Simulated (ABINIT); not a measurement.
Write the native input for ABINIT 10.8.3 (patched build) that does the following.

```
Task                : single point
Functional          : PBEsol
Potentials or basis : PseudoDojo NC SR PBEsol v0.4.1 standard
Cutoff              : 1143 eV
k mesh              : 7 × 7 × 9
Occupations         : fermi-dirac, width 0.05 eV
Spin                : no spin polarisation
```

Ti:

```xyz
3
Lattice="4.5674 0.0000 0.0000 -2.2837 3.9555 0.0000 0.0000 0.0000 2.8262" Properties=species:S:1:pos:R:3 pbc="T T T"
Ti    2.2837    1.3185    1.4131
Ti    0.0000    2.6370    1.4131
Ti    0.0000    0.0000    0.0000
```

This isn't the form of Ti at room conditions, which is hcp.

One way to write it, as run:

run.abi

```
# Pseudopotentials
pp_dirpath "./"
pseudos "Ti.upf"

# Structure
acell 3*1.0
rprim
     8.6310875383     0.0000000000     0.0000000000
    -4.3155437692     7.4747410705     0.0000000000
     0.0000000000     0.0000000000     5.3408276316
ntypat 1
znucl 22
natom 3
typat 1 1 1
xred
     0.6666666667     0.3333333333     0.5000000000
     0.3333333333     0.6666666667     0.5000000000
     0.0000000000     0.0000000000     0.0000000000

# Plane-wave basis
ecut 42.0

# k points
kptopt 1
ngkpt 7 7 9
nshiftk 1
shiftk 0.0 0.0 0.0

# Exchange and correlation
ixc -116133

# Bands and occupations
nband 22
occopt 3
tsmear 0.00183747

# SCF cycle
nstep 100
tolvrs 1.0e-10

# Output
iomode 3
prtwf 0
prteig 0
prtebands 0
enunit 2
prtden 1
prtvha 1
prtvclmb 1
prtpot 1
prtelf 1
```

Potentials or basis: PseudoDojo NC SR PBEsol v0.4.1 standard.

Launch:

```bash
$ abinit run.abi > log 2>&1
```

It gave:

```json
{
  "Pressure": "-3.7 GPa",
  "Band gap on the k mesh": "none (metal or under the smearing width)",
  "Valence electrons inside the program's atomic spheres": "Ti 9.55, 9.46 (radii [1.0584] Å)"
}
```

It took 4.1 min on 1 thread of Intel(R) Xeon(R) 6975P-C (Granite Rapids), with other jobs on the host, peak memory 0.14 GiB.
